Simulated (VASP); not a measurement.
A run of VASP 6.6.1 is set up as follows.

The input INCAR:

```
SYSTEM = NbP
ALGO = Normal ; DIPOL = 0.5 0.5 0.500
EDIFF = 1E-8 ; ENCUT = 750
GGA = PE ; IDIPOL = 3
ISIF = 2 ; ISMEAR = 1
LASPH = .TRUE. ; LCHARG = .FALSE.
LDIPOL = .TRUE. ; LREAL = .FALSE.
LVACPOTAV = .TRUE. ; LVHAR = .TRUE.
LWAVE = .FALSE. ; NBANDS = 41
NELM = 120 ; PREC = Accurate
SIGMA = 0.1
```

File KPOINTS:

```
k-points
0
G
  19 19 1
  0 0 0
```

The input POSCAR:

```
NbP
1.0
    3.3250000000      0.0000000000      0.0000000000
    0.0000000000      3.3250000000      0.0000000000
    0.0000000000      0.0000000000     27.6900000000
Nb P
3 3
Direct
    0.5000000000      0.5000000000      0.3972553268
    0.0000000000      0.5000000000      0.5000000000
    0.0000000000      0.0000000000      0.6027446732
    0.0000000000      0.0000000000      0.3972553268
    0.5000000000      0.0000000000      0.5000000000
    0.5000000000      0.5000000000      0.6027446732
```

Potentials or basis: VASP PAW PBE potentials, release 64 (Nb_sv, P).

The run is started by

```console
$ cat potpaw_PBE.64/Nb_sv/POTCAR potpaw_PBE.64/P/POTCAR > POTCAR
$ mpirun -np 1 vasp_std > vasp.out
```

(1) Estimate the largest force.

(2) Predict the work function of the lower face.

(3) Estimate the work function of the upper face.

(4) What does it give for the band gap on the k mesh?

Results:

(1) 0.993 eV/Å.

(2) 3.90 eV.

(3) 3.90 eV.

(4) none (metal or under the smearing width).
